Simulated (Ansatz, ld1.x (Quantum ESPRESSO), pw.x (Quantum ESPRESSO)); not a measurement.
From atom to crystal: PAW potential for Ga (Z = 31)

```
Element                 : gallium (Ga)
Generator               : ld1.x (Quantum ESPRESSO) 7.5
Type                    : PAW
Functional              : LDA (PW92)
Relativity              : scalar-relativistic
Frozen core             : [Ar] 3d10
Valence charge          : 3
Reference configuration : 4s2 4p0 (charge +1)
Partial waves           : 4s (bound): rcut 1.45, rcutus 1.65 bohr; 4s channel at 2.45 Ry: rcut 1.45, rcutus 1.65 bohr; 4p (bound, empty): rcut 1.90, rcutus 2.60 bohr; 4p channel at 4.3 Ry: rcut 1.90, rcutus 2.60 bohr; 4d channel at 0.25 Ry: rcut 2.15, rcutus 2.55 bohr
Local potential         : all-electron potential smoothed inside 2.15 bohr (lloc = -1)
Core correction         : Bessel-smoothed model core inside 1.00 bohr
Augmentation charge     : PSQ, inside the norm-conserving radii
```

Crystal test: fcc Ga in pw.x 7.5, no spin, 14³ k-points, Fermi–Dirac smearing 0.01 Ry, cutoffs 40/320 Ry. The reference is all-electron LAPW (Ansatz 0.2.0) with the same functional, mesh and smearing; V0 and B0 come from Birch–Murnaghan fits to the pressures at five volumes. Errors are pseudo minus all-electron; Δ is the rms difference of the E(V) curves that follow from these fits, minima aligned, over ±6 % about the mean V0. Mesh and smearing are coarse, so the numbers serve the comparison and aren't converged zero-temperature values; the lattice is a test structure that the element need not adopt.

```csv
V (Å³/atom),P all-electron (GPa),P pseudo (GPa)
16.293,3.76,1.20
16.721,1.73,-0.67
17.150,-0.02,-2.26
17.579,-1.53,-3.63
18.008,-2.83,-4.80
```

All-electron: a0 = 4.093 Å (V0 = 17.15 Å³/atom), B0 = 65.0 GPa.

Pseudopotential: mean pressure error (GPa): -2.26; a0 (Å): 4.046; a0 error (%): -1.15; B0 error (%): +8.5; Δ (meV/atom): 8.6. This is a poor potential for the solid.

**Question.** At the middle volume, how do free energy and pressure move when the wave cutoff is lowered (ecutrho held at 320 Ry)?

**Answer.**

| cutoff (Ry) | shift of F (meV/atom) | shift of P (GPa) |
| --- | --- | --- |
| 18 | +7.1 | -0.03 |
| 24 | +4.7 | -0.10 |
| 32 | +0.4 | -0.03 |

The run at the middle volume (104 k-points, 7 iterations) took about 6 s on one core of a shared host (Neoverse-V1, 32 threads, 247 GiB, load 10).
